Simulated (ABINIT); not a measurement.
Runs of ABINIT 10.8.3 (patched build) on Sb. The structure is trigonal, space group R-3m (No. 166). Conventional cell: a = 4.308 Å, b = 4.308 Å, c = 11.274 Å, α = 90.00°, β = 90.00°, γ = 120.00°. Sb (site symmetry 3m) is surrounded by 3 Sb at 2.91 Å. 

```csv
task,level,potentials or basis,cell,cutoff (eV),cell freedom (optcell),optimiser (ionmov),cutoff smearing ecutsm (Ha),force stop (Ha/bohr),gap on the mesh (eV),pressure (GPa)
single point,PBE,PseudoDojo NC SR PBE v0.4.1 standard,as given,1088,-,-,-,-,none,2.7
single point,PBEsol,PseudoDojo NC SR PBEsol v0.4.1 standard,cell relaxed,1088,-,-,-,-,none,(a)
relaxation of cell and atoms,LDA,PseudoDojo NC SR LDA v0.4.1 standard,relaxed,1143,2,2,0.5,2e-05,none,0.0
single point,LDA,PseudoDojo NC SR LDA v0.4.1 standard,cell relaxed,1143,-,-,-,-,none,0.0
```

Alike in all rows: no spin polarisation; k mesh 6 × 6 × 6; smearing fermi-dirac 0.05 eV.

Estimate the missing entries.

(a) -0.1.

A k mesh can miss the band edges, and the runs leave out spin-orbit coupling on Sb.

A gap of «none» marks a metal or a gap under the smearing width.
